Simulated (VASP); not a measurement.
**V3Si: relaxation of cell and atoms with PBEsol**

The system is V3Si.

```
V Si
1.0
     4.68366    0.00000    0.00000
     0.00000    4.68366    0.00000
     0.00000    0.00000    4.68366
V Si
6 2
Cartesian
  1.1709 0.0000 2.3418
  3.5127 0.0000 2.3418
  0.0000 2.3418 1.1709
  0.0000 2.3418 3.5127
  2.3418 3.5127 0.0000
  2.3418 1.1709 0.0000
  0.0000 0.0000 0.0000
  2.3418 2.3418 2.3418
```

The cell is a database's computed one.

```yaml
Program: VASP 6.6.1
Task: relaxation of cell and atoms
Functional: PBEsol
Potentials_or_basis: VASP PAW PBE potentials, release 64 (V_sv, Si)
Cutoff: 600 eV
k_mesh: 8 × 8 × 8
Occupations: gaussian, width 0.1 eV
Spin: no spin polarisation
Further_INCAR_settings: ALGO = Normal; EDIFF = 1e-07; IBRION = 2; EDIFFG = -0.005; NSW = 90; ISIF = 3
```

```
Relaxed volume                         : 12.58 Å³/atom
Relaxed cell                           : a = 4.652 Å, b = 4.652 Å, c = 4.652 Å, α = 90.00°, β = 90.00°, γ = 90.00°
Space group after relaxing (to 0.05 Å) : Pm-3n (No. 223)
Energy gained by relaxing              : 3.4 meV/atom
Ionic steps                            : 3
Pressure after relaxing                : 0.0 GPa
Band gap on the k mesh                 : none (metal or under the smearing width)
```

The path:
| step | energy change (eV) | largest force (eV/Å) | pressure (GPa) | volume (Å³) |
| --- | --- | --- | --- | --- |
| 1 | 0.0000 | 0.0000 | -4.12 | 102.74 |
| 2 | 0.0227 | 0.0000 | 6.03 | 97.91 |
| 3 | -0.0275 | 0.0000 | -0.03 | 100.65 |

Final structure:
```cif
data_structure
_symmetry_space_group_name_H-M 'P 1'
_symmetry_Int_Tables_number 1
_cell_length_a 4.6517
_cell_length_b 4.6517
_cell_length_c 4.6517
_cell_angle_alpha 90.000
_cell_angle_beta 90.000
_cell_angle_gamma 90.000
_cell_volume 100.65
loop_
_atom_site_label
_atom_site_type_symbol
_atom_site_fract_x
_atom_site_fract_y
_atom_site_fract_z
_atom_site_occupancy
V1 V 0.25000 0.00000 0.50000 1
V2 V 0.75000 0.00000 0.50000 1
V3 V 0.00000 0.50000 0.25000 1
V4 V 0.00000 0.50000 0.75000 1
V5 V 0.50000 0.75000 0.00000 1
V6 V 0.50000 0.25000 0.00000 1
Si1 Si 0.00000 0.00000 0.00000 1
Si2 Si 0.50000 0.50000 0.50000 1
```

Levels at points of the mesh, in eV from the Fermi level:
```
           k point  band 41  band 42  band 43  band 44  band 45  band 46
(0.00, 0.00, 0.00)    -0.62    -0.62    -0.01    -0.01     2.09     2.09
(0.50, 0.00, 0.00)    -0.71    -0.71    -0.42    -0.42     1.31     1.31
(0.50, 0.50, 0.00)     0.06     0.39     0.39     0.44     0.44     0.48
(0.50, 0.50, 0.50)    -0.08    -0.08     0.08     0.08     0.08     0.08
```

It took 5.8 min on 1 thread of Intel(R) Xeon(R) Platinum 8488C (Sapphire Rapids), on a shared host, peak memory 0.34 GiB.

Caveat: the PAW data sets were made with another functional, which shifts forces and pressure a little.
